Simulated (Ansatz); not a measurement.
# Ga (Gallium): how the settings move a single-point run

How sensitive is a single-point run of Ga (Gallium) to its settings? A reference run comes first, then one run with altered input.

Program: Ansatz 0.2.0. Level of theory: reference: DFT, LDA, all-electron LAPW, scalar-relativistic. These are calculated values, not measurements.

2 further runs of the same task are left out: 2 that didn't finish.

**1. The structure to begin with**

The structure is monoclinic, space group C2/c (No. 15). The conventional cell has a = 2.766 Å, b = 8.053 Å, c = 3.332 Å, α = 90.00°, β = 92.02°, γ = 90.00°. Around Ga (site symmetry 2) lie 8 Ga at 2.69 to 2.92 Å.

Structure file:

```cif
data_structure
_symmetry_space_group_name_H-M 'P 1'
_symmetry_Int_Tables_number 1
_cell_length_a 4.2574
_cell_length_b 4.2574
_cell_length_c 3.3320
_cell_angle_alpha 90.656
_cell_angle_beta 90.656
_cell_angle_gamma 142.087
_cell_volume 37.09
loop_
_atom_site_label
_atom_site_type_symbol
_atom_site_fract_x
_atom_site_fract_y
_atom_site_fract_z
_atom_site_occupancy
Ga1 Ga 0.86900 0.13100 0.25000 1
Ga2 Ga 0.13100 0.86900 0.75000 1
```

**2. Reference**

input.yaml reads:

```yaml
crystal:
  lattice:
    - [1.383, -4.0265, 0.0]
    - [1.383, 4.0265, 0.0]
    - [-0.1174474948, 0.0, 3.3299294416]
  atoms:
    - { symbol: Ga, position: [0.869, 0.131, 0.25] }
    - { symbol: Ga, position: [0.131, 0.869, 0.75] }
kpoints:
  mp_grid: { grid: [11, 11, 9] }
scf:
  occupations: { method: fermi_dirac, width: 0.05 }
hamiltonian:
  xc: lda
  pseudopotentials: { kind: all_electron, lapw: { basis_error: 0.001 } }
output:
  forces: true
  stress: true
  eigenvalues: true
  populations: true
```

On the command line:

```bash
ansatz run input.yaml --threads 1 --pin off --max-ram 2048MiB --backend cpu --events-out ev --progress --plain --runs-dir out
```

**3. Variant: preconditioner kerker, scf.algorithm direct_min**

input.yaml, as its differences from that of step 2:

```diff
@@ -12,2 +12,4 @@
   occupations: { method: fermi_dirac, width: 0.05 }
+  mixing: { preconditioner: kerker }
+  algorithm: direct_min
 hamiltonian:
```

**Question.** What will these runs give? Wanted: for each run, ending; energy change; pressure; gap; force.

As calculated:

```
                                               run     ending  energy change  pressure (GPa)  gap (eV)  force (eV/Å)  cycles   time
                                         reference  converged              0            -3.7      0.00          0.20       8   57 s
1: preconditioner kerker, scf.algorithm direct_min  converged   0.0 meV/atom            -3.7      0.00          0.20       6  2 min
```

Residual by cycle in the longest SCF loop of each run; runs are numbered as in the table. The quantity is the density residual dr2, in eV.

```
cycle  reference    run 1
    1     0.0328   0.0328
    2     0.0136  0.00123
    3    0.00799   3.4e-5
    4    0.00261   6.0e-7
    5     1.4e-4   1.0e-8
    6     3.6e-6   1.0e-9
    7     2.2e-7        -
    8     1.4e-8        -
```

**Reading.** The changed mixing and solver doesn't alter the result here (within 0.5 meV/atom). Cost: 6 SCF cycles against 8, 2 min against 57 s.
